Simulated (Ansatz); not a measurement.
# PbSe (Clausthalite) (Fm-3m) in Ansatz: a series of runs

One crystal, PbSe (Clausthalite), is run at these levels: PBE, HSE06; tasks: phonons, elastic constants, band structure.

All numbers are computed with Ansatz 0.2.0; they aren't measurements. Logs are shortened: lines on timing, memory, paths and dates and some standing lists are left out, and cuts for length are marked.

**Measured values to compare with.**

A printed reference work, monograph reports, for a bulk crystal of PbSe: band gap 0.28 eV (direct) at 300 K; band gap 0.15 eV (direct) at 4.2 K.

The results are compared with them further down.

**1. The structure**

Symmetry: Fm-3m, No. 225, cubic system. The conventional cell has a = 6.121 Å, b = 6.121 Å, c = 6.121 Å, α = 90.00°, β = 90.00°, γ = 90.00°. Around Pb (site symmetry m-3m) lie 6 Se at 3.06 Å. Se (site symmetry m-3m) has 6 Pb at 3.06 Å as nearest neighbours.

**2. Phonons, PBE**

The input, input.yaml:

```yaml
crystal:
  lattice:
    - [0.0, 3.06065, 3.06065]
    - [3.06065, 0.0, 3.06065]
    - [3.06065, 3.06065, 0.0]
  atoms:
    - { symbol: Pb, position: [0.0, 0.0, 0.0] }
    - { symbol: Se, position: [0.5, 0.5, 0.5] }
hamiltonian:
  xc: pbe
  pseudopotentials: { kind: paw }
kpoints:
  mp_grid: { grid: [6, 6, 6] }
scf:
  occupations: { method: fermi_dirac, width: 0.05 }
phonons:
  method: dfpt
  qmesh: [2, 2, 2]
  temperatures: { t_max: 1000, t_step: 100 }
  qpath:
    path:
      - [[0.0, 0.0, 0.0], [0.5, 0.0, 0.5], [0.5, 0.25, 0.75], [0.375, 0.375, 0.75], [0.0, 0.0, 0.0], [0.5, 0.5, 0.5], [0.625, 0.25, 0.625], [0.5, 0.25, 0.75], [0.5, 0.5, 0.5], [0.375, 0.375, 0.75]]
      - [[0.625, 0.25, 0.625], [0.5, 0.0, 0.5]]
    npoints: 8
```

Potentials or basis: Ansatz PAW.

The run is started by

```
ansatz run input.yaml --threads 2 --pin off --max-ram 5632MiB --backend cpu --events-out ev --progress --plain --runs-dir out
```

What it wrote:

```text
Warning: RAYON_NUM_THREADS=2 ignored (pool sized by the plan → 2); use --threads N
Engine: ansatz 0.2.0, x86_64-unknown-linux-gnu
Pseudopotentials: kind: paw
Pseudopotential: Pb, paw, valence charge 14, recommended cutoff 420 eV (normal), Pb.paw.azcp
Pseudopotential: Se, paw, valence charge 16, recommended cutoff 420 eV (normal), Se.paw.azcp
Functional definition: PBE
  parameter kappa = 0.804
  parameter beta = 0.06672455060314922
  exchange = pbe_x(kappa = kappa, mu = beta*pi^2/3)
  correlation = pbe_c(beta = beta)
Crystal: 2 atoms, lattice volume = 57.342 Å³
Basis set: ecut = 420 eV, 1139 PW (Γ), exchange–correlation on 60×60×60 points (8 copies of the dense FFT grid, shifted against one another)
Bands: 19, of which v1, the nominal top of the filled ones, is band 15 counted from 1 (14 counted from 0)
Symmetry: 48 space group operations
k-points: 16 of 216
Non-local potential: Pb, projectors of the file, l = 0: 2, l = 1: 2, l = 2: 2, l = 3: 2
Non-local potential: Se, projectors of the file, l = 0: 2, l = 1: 2, l = 2: 3, l = 3: 1
PAW form: soft (Blöchl's): semilocal exchange-correlation on the pseudo side does not see the compensation charge
PAW one-centre angular grid: Pb, 590 points (default); XC on 64 Gauss nodes
PAW one-centre angular grid: Se, 590 points (default); XC on 64 Gauss nodes
Initial density: superposition of atomic densities (neutral atoms: chi_scale 0, normalization atom), corrected by the library's trained network
Initial wavefunctions: pseudopotential atomic-orbital guess
Functional: x = pbe(κ = 0.804, μ = 0.2195149727645171), c = pbe(β = 0.06672455060314922)
SCF iter   1: F=—  HF=-17376.607168 eV  |F-HF|=—  |Δ(HF+E_count)|=         —  Δρ=5.00e-4  dr2=1.31e-4  ethr=1.77e-3  ⟨swp⟩=6.1  Hψ=1478  notcnv=0
preconditioner: auto → none  [insulator: Δε(μ)=0.288 eV  Ē_g=15.328 eV  σ=0.050 eV  W_gap=0.89  n_scr=14 (ndim 8)  ℏωp=21.9 eV  f_vac=0.019  D(μ)=0.07/eV (n_scr^D=0)  ε∞_Penn≈3.0]
SCF iter   2: F=—  HF=-17376.606174 eV  |F-HF|=—  |Δ(HF+E_count)|=   9.93e-4  Δρ=3.58e-4  dr2=4.39e-5  ethr=4.36e-7  ⟨swp⟩=2.5  Hψ=689  notcnv=0
SCF iter   3: F=—  HF=-17376.606178 eV  |F-HF|=—  |Δ(HF+E_count)|=   3.38e-6  Δρ=1.92e-4  dr2=9.50e-6  ethr=1.46e-7  ⟨swp⟩=2.8  Hψ=614  notcnv=0
SCF iter   4: F=—  HF=-17376.606199 eV  |F-HF|=—  |Δ(HF+E_count)|=   2.13e-5  Δρ=4.62e-5  dr2=1.54e-6  ethr=3.17e-8  ⟨swp⟩=2.0  Hψ=545  notcnv=0
SCF iter   5: F=—  HF=-17376.606198 eV  |F-HF|=—  |Δ(HF+E_count)|=   1.42e-6  Δρ=3.21e-5  dr2=6.49e-7  ethr=5.15e-9  ⟨swp⟩=2.9  Hψ=482  notcnv=0
SCF iter   6: F=—  HF=-17376.606197 eV  |F-HF|=—  |Δ(HF+E_count)|=   3.48e-7  Δρ=1.02e-5  dr2=6.18e-8  ethr=2.16e-9  ⟨swp⟩=2.8  Hψ=617  notcnv=0
SCF iter   7: F=—  HF=-17376.606197 eV  |F-HF|=—  |Δ(HF+E_count)|=   3.55e-8  Δρ=3.06e-6  dr2=5.84e-9  ethr=2.06e-10  ⟨swp⟩=2.0  Hψ=544  notcnv=0
SCF iter   8: F=—  HF=-17376.606197 eV  |F-HF|=—  |Δ(HF+E_count)|=   4.49e-9  Δρ=3.30e-7  dr2=6.76e-11  ethr=1.95e-11  ⟨swp⟩=2.0  Hψ=544  notcnv=0
[... 64 lines left out ...]
  Σ components = -17376.606197   (vs F -17376.606197, Δ=0.00e0)
--- Band table (eV; the first three rows and the last of 16) ---
  k-point 0: bands = ["-38.2005", "-38.2005", "-38.1982", "-38.1982", "-38.1982", "-7.8141", "-7.8141", "-7.8141", "-7.8103", "-7.8103", "-4.5715", "2.7317", "7.1445", "7.1445", "7.1445", "13.7411", "13.7411", "13.7411", "15.5499"]
  k-point 1: bands = ["-38.2005", "-38.2005", "-38.1982", "-38.1982", "-38.1982", "-7.8173", "-7.8173", "-7.8131", "-7.8051", "-7.8051", "-4.3648", "2.0734", "7.2173", "7.2173", "7.5979", "12.1610", "12.6901", "12.6901", "15.3517"]
  k-point 2: bands = ["-38.2005", "-38.2005", "-38.1982", "-38.1981", "-38.1981", "-7.8295", "-7.8295", "-7.8116", "-7.7887", "-7.7887", "-3.8525", "0.8660", "7.4138", "7.4138", "8.3561", "10.3723", "11.3103", "11.3103", "16.1180"]
  k-point 15: bands = ["-38.2006", "-38.2005", "-38.1982", "-38.1981", "-38.1981", "-7.9126", "-7.8171", "-7.8047", "-7.7858", "-7.7694", "-3.1176", "1.1594", "4.3983", "5.2494", "7.3916", "11.9835", "13.4045", "14.5155", "15.5841"]
--- Phonons (Γ-DFPT): 2 representative perturbations + reference (Σ response iterations 6) ---
  ASR residual: 6.880e-5 → 0.000e0 eV/Å²; symmetrization residual: 1.508e-5 eV/Å²
  ASR residual per site (eV/Å²): 6.88e-5 7.24e-7
  Γ frequencies (cm⁻¹): 0.00 0.00 0.00 39.39 39.39 39.39
  Unit cell's response to a homogeneous field: 3 representative field directions (Σ response iterations 18)
  ε∞ (high-frequency dielectric tensor):
       22.236716    -0.000000     0.000000
       -0.000000    22.236716    -0.000000
        0.000000    -0.000000    22.236716
  ε⁰ (static dielectric tensor): not given — the deck does not say what the cell's rigid motions are, and on a molecule in a box or a wire the rigid rotations would enter the sum over the modes at Γ. For a crystal or a slab, whose only rigid motions are the translations, set phonons.rigid_motions: translations.
  Born effective charges Z* (e; rows j = field, columns β = displacement):
    site 0:
         4.83989    0.00000    0.00000
        -0.00000    4.83989   -0.00000
         0.00000    0.00000    4.83989
    site 1:
        -4.83989   -0.00000   -0.00000
         0.00000   -4.83989    0.00000
        -0.00000   -0.00000   -4.83989
  Z* charge neutrality: 1.047e-3 e pre-enforcement
  solved inside a basis spanned on the 6×6×6 k-mesh, on 10×10×10 k-points transformed towards the longest dipole: ε∞ is read to err by 8.9e-2, Z* by 3.6e-2 e; Z* is corrected for what the basis lacks
  optical modes at Γ without the LO–TO term, one row a degenerate level:
      ω (cm⁻¹)  modes    IR ((D/Å)²/amu)
         39.39      3            28.3546
  optical modes at Γ + LO–TO along q̂ = [1.0000, 0.0000, 0.0000]:
      ω (cm⁻¹)  modes    IR ((D/Å)²/amu)
         39.39      2            18.9031
        131.76      1             9.4515
  optical modes at Γ + LO–TO along q̂ = [0.0000, 1.0000, 0.0000]:
      ω (cm⁻¹)  modes    IR ((D/Å)²/amu)
         39.39      2            18.9031
        131.76      1             9.4515
  optical modes at Γ + LO–TO along q̂ = [0.0000, 0.0000, 1.0000]:
      ω (cm⁻¹)  modes    IR ((D/Å)²/amu)
         39.39      2            18.9031
        131.76      1             9.4515
--- Phonons (arbitrary-q DFPT): 3 irreducible q on the 2×2×2 mesh ---
  q = [0.0000, 0.0000, 0.0000] (star 1, of the zone-centre solve; hermiticity 9.24e-5, symmetrization 5.95e-11): -0.00 -0.00 0.00 39.39 39.39 39.39
  q = [0.0000, 0.0000, -0.5000] (star 4, 2 solved perturbations on 68 of 216 k-point pairs; hermiticity 2.45e-13, symmetrization 1.97e-12): 56.55 56.55 101.39 125.52 125.52 145.72
  q = [0.0000, -0.5000, -0.5000] (star 3, 4 solved perturbations in 152 linear systems a pass and spin channel, the states on 46 of 216 k-point pairs; hermiticity 1.45e-5, symmetrization 3.35e-12): 31.64 31.64 47.11 77.13 80.98 80.98
  sum rule: each row above includes the acoustic sum rule's correction from the zone centre's row sums; it moved no ω² by more than (0.30 cm⁻¹)²
  mesh force constants: q→R imaginary residual 1.71e-17; ASR residual 6.880e-5 → 0.000e0 eV/Å²; symmetrization residual 2.665e-15 eV/Å²
  interpolated dispersion: 83 rows × 6 modes
  density of states and harmonic sums: on the 18×18×18 q-mesh, interpolated from the force constants of a 2×2×2 supercell (with the dipole–dipole term)
  largest difference from the sums on the solved wave vectors: F 3.94e-2 eV, S 7.17e-5 and C_V 3.22e-5 eV/K
  zero-point energy: 0.030564 eV/cell   skipped modes (ω ≤ 0): 3   left out of the sums: 8.57e-5 of the cell's modes: C_V's classical limit lies that fraction below 3 k_B per atom; for a crystal, a wire or a layer, F and S can be off by more, and a phonons.interpolated_qmesh denser along its periods is the remedy for the sampling
```

phbands.tsv:

```text
# q_distance	omega_0_inv_cm	omega_1_inv_cm	omega_2_inv_cm	omega_3_inv_cm	omega_4_inv_cm	omega_5_inv_cm	omega_0_thz	omega_1_thz	omega_2_thz	omega_3_thz	omega_4_thz	omega_5_thz
# format = ansatz-phbands/1
[... 84 lines left out ...]
6.498235	32.663894	35.300076	47.856789	78.943336	82.361121	82.794422	0.979239	1.058270	1.434710	2.366662	2.469124	2.482114
6.543598	31.905363	32.604500	47.299445	77.594580	81.326961	81.437547	0.956499	0.977458	1.418002	2.326227	2.438121	2.441436
6.588961	31.638627	31.638627	47.108455	77.134310	80.976496	80.976496	0.948502	0.948502	1.412276	2.312428	2.427614	2.427614
```

phdos.tsv:

```text
# omega_inv_cm	omega_thz	g_bin_mean(omega)[modes/inv_cm]
# format = ansatz-phdos/2
# interpolated_qmesh = 18 18 18
# force_constants_supercell = 2 2 2
[... 4 lines left out ...]
0.582879	0.017474	6.330838e-7
0.874319	0.026211	1.408288e-6
1.165758	0.034949	2.493575e-6
1.457198	0.043686	3.888943e-6
[... 493 lines left out ...]
145.428353	4.359832	5.478705e-4
145.719793	4.368569	2.132744e-5
```

Wall time 55 s (2 threads of Intel Xeon Platinum 8259CL at 2.50GHz (Skylake/Cascade Lake), shared host); peak memory 0.81 GiB.

What came out:

```
Free energy                                        : -17376.6062 eV
Band gap on the k mesh                             : 0.29 eV, direct
Electronic dielectric tensor (diagonal)            : 22.24
Born charges (mean of the diagonal)                : Pb +4.84; Se -4.84 e
Highest phonon frequency, LO-TO splitting left out : 146 cm⁻¹
```

Phonon frequencies in cm⁻¹ (negative: imaginary):
```tsv
q point	frequencies
(0.000, 0.000, 0.000)	0 0 0 39 39 39
(0.000, 0.000, -0.500)	57 57 101 126 126 146
(0.000, -0.500, -0.500)	32 32 47 77 81 81
```

Electronic dielectric tensor:
```
22.24  0.00  0.00
 0.00 22.24  0.00
 0.00  0.00 22.24
```

Born effective charge tensors (e):
atom 1, Pb
```
4.84 0.00 0.00
0.00 4.84 0.00
0.00 0.00 4.84
```
atom 2, Se
```
-4.84  0.00  0.00
 0.00 -4.84  0.00
 0.00  0.00 -4.84
```

Caveat: the gap is small at this level, which inflates the dielectric constant; spin-orbit coupling is left out, which as a rule narrows the gap of such compounds by several tenths of an eV; the q mesh is small, so phonon branches between its points and thermal values are rough.

**3. Elastic constants, PBE**

The input, input.yaml:

```yaml
crystal:
  lattice:
    - [0.0, 3.06065, 3.06065]
    - [3.06065, 0.0, 3.06065]
    - [3.06065, 3.06065, 0.0]
  atoms:
    - { symbol: Pb, position: [0.0, 0.0, 0.0] }
    - { symbol: Se, position: [0.5, 0.5, 0.5] }
hamiltonian:
  xc: pbe
  pseudopotentials: { kind: paw }
kpoints:
  mp_grid: { grid: [6, 6, 6] }
scf:
  occupations: { method: fermi_dirac, width: 0.05 }
output:
  forces: true
  stress: true
elastic:
  mode: relaxed_ion
  stencil: two_point
```

Potentials or basis: Ansatz PAW.

The run is started by

```
ansatz run input.yaml --threads 2 --pin off --max-ram 5632MiB --backend cpu --events-out ev --progress --plain --runs-dir out
```

What it wrote:

```text
Warning: RAYON_NUM_THREADS=2 ignored (pool sized by the plan → 2); use --threads N
Engine: ansatz 0.2.0, x86_64-unknown-linux-gnu
Pseudopotentials: kind: paw
Pseudopotential: Pb, paw, valence charge 14, recommended cutoff 420 eV (normal), Pb.paw.azcp
Pseudopotential: Se, paw, valence charge 16, recommended cutoff 420 eV (normal), Se.paw.azcp
Functional definition: PBE
  parameter kappa = 0.804
  parameter beta = 0.06672455060314922
  exchange = pbe_x(kappa = kappa, mu = beta*pi^2/3)
  correlation = pbe_c(beta = beta)
Crystal: 2 atoms, lattice volume = 57.342 Å³
Basis set: ecut = 420 eV, 1139 PW (Γ), exchange–correlation on 60×60×60 points (8 copies of the dense FFT grid, shifted against one another)
Bands: 19, of which v1, the nominal top of the filled ones, is band 15 counted from 1 (14 counted from 0)
Symmetry: 48 space group operations
[... 106 lines left out ...]
  k-point 0: bands = ["-38.2005", "-38.2005", "-38.1982", "-38.1982", "-38.1982", "-7.8141", "-7.8141", "-7.8141", "-7.8103", "-7.8103", "-4.5715", "2.7317", "7.1445", "7.1445", "7.1445", "13.7411", "13.7411", "13.7411", "15.5499"]
  k-point 1: bands = ["-38.2005", "-38.2005", "-38.1982", "-38.1982", "-38.1982", "-7.8173", "-7.8173", "-7.8131", "-7.8051", "-7.8051", "-4.3648", "2.0734", "7.2173", "7.2173", "7.5979", "12.1610", "12.6901", "12.6901", "15.3517"]
  k-point 2: bands = ["-38.2005", "-38.2005", "-38.1982", "-38.1981", "-38.1981", "-7.8295", "-7.8295", "-7.8116", "-7.7887", "-7.7887", "-3.8525", "0.8660", "7.4138", "7.4138", "8.3561", "10.3723", "11.3103", "11.3103", "16.1180"]
  k-point 15: bands = ["-38.2006", "-38.2005", "-38.1982", "-38.1981", "-38.1981", "-7.9126", "-7.8171", "-7.8047", "-7.7858", "-7.7694", "-3.1176", "1.1594", "4.3983", "5.2494", "7.3916", "11.9835", "13.4045", "14.5155", "15.5841"]
--- Elastic constants: 2 strain directions × 2 members + reference (group order 48) ---
  dense FFT box of the reference and of every strained cell: 30×30×30
  strains applied: 11, 23; error gains: componentwise 1.00 (the most a stress slope's error grows in a printed constant), spectral 1.73 (1 for all six strains in a standard setting)
  C = ∂σ_k/∂η_j (tension-positive GPa; Voigt order 11 22 33 23 13 12):
       142.599     13.260     13.260     -0.000     -0.000      0.000
        13.260    142.599     13.260     -0.000      0.000     -0.000
        13.260     13.260    142.599     -0.000     -0.000      0.000
         0.000      0.000      0.000     15.954     -0.000     -0.000
        -0.000      0.000      0.000      0.000     15.954      0.000
         0.000     -0.000      0.000     -0.000     -0.000     15.954
  reference stress σ⁰ (GPa):     -2.368     -2.368     -2.368     -0.000     -0.000      0.000
  C* (energy form; C + prestress term) asymmetry max|C*_kj − C*_jk| = 8.882e-15 GPa — a small one proves nothing (zero by symmetry where the batch's group is 432, −43m or m−3m); a large one is finite-difference/SCF noise where every solve meets its electron count
  moduli (Voigt/Reuss/Hill, GPa): K = 56.37/56.37/56.37   G = 35.44/22.83/29.14   E = 74.56   ν = 0.280
  mechanically stable: yes (min eigenvalue of sym C = 15.95 GPa)
  strain η (Voigt 11):  stress-route row diagonal C_11 = 142.60 GPa, energy-path curvature d²(F+E_count+ΔE)/dδ²/Ω₀ = 143.47 GPa
         δ    σ_11 (GPa)             F (eV)   n_scf  n_hpsi   n_pw
    -2.000e-3      -2.6563      -17376.6043998       8   12676   1139   relax 0 steps, max|allowed force component| 1.97e-31 eV/Å
     2.000e-3      -2.0859      -17376.6077903       8   10771   1139   relax 0 steps, max|allowed force component| 4.04e-30 eV/Å
  strain η (Voigt 23):  stress-route row diagonal C_44 = 15.95 GPa, energy-path curvature d²(F+E_count+ΔE)/dδ²/Ω₀ = 17.66 GPa
         δ    σ_23 (GPa)             F (eV)   n_scf  n_hpsi   n_pw
    -2.000e-3      -0.0319      -17376.6061839       8   19524   1139   relax 0 steps, max|allowed force component| 3.19e-29 eV/Å
     2.000e-3       0.0319      -17376.6061839       8   15557   1139   relax 0 steps, max|allowed force component| 3.79e-29 eV/Å
```

elastic_members.tsv:

```text
# convention: tension-positive GPa; Voigt order 11 22 33 23 13 12; engineering shear strains; stresses and constants hold the Pulay correction, whose part of sigma0, of c and of each member's stress the lines and columns named pulay_correction_..._gpa give (of c_energy it is that of c and, on the columns of strains 1 to 3, that of sigma0; of a layer's constants it is that of c in the plane, times a tenth of its plane spacing in ang); where a line pulay_correction_withheld stands none holds it
[... 10 lines left out ...]
3	2.0000000000e-3	-2.3674683474e0	-2.3675527429e0	-2.3675527429e0	3.1907313405e-2	9.0328336139e-16	3.9952917908e-16	-1.7376606184e4	-1.7376605798e4	8	15557	1139	0	3.7865323451e-29	0.0000000000e0	-1.6457366639e-2	-1.6455420023e-2	-1.6455420023e-2	-5.5793673577e-6	6.8915051376e-21	1.5903473394e-21	-1.7533337202e-6	0.0000000000e0
```

Wall time 6.7 s (2 threads of Intel Xeon Platinum 8259CL at 2.50GHz (Skylake/Cascade Lake), shared host); peak memory 0.44 GiB.

Results:

```yaml
Free_energy: -17376.6062 eV
Pressure: 2.4 GPa
Band_gap_on_the_k_mesh: 0.29 eV, direct
Elastic_constants_C11_C12_C44: 143, 13, 16 GPa
Voigt_bulk_modulus: 56 GPa
```

Elastic tensor in Voigt notation (GPa, in the Cartesian axes of the cell as first typed):
```
143  13  13   0   0   0
 13 143  13   0   0   0
 13  13 143   0   0   0
  0   0   0  16   0   0
  0   0   0   0  16   0
  0   0   0   0   0  16
```

Caveat: spin-orbit coupling is left out, which as a rule narrows the gap of such compounds by several tenths of an eV.

[end of part 1 of 2]
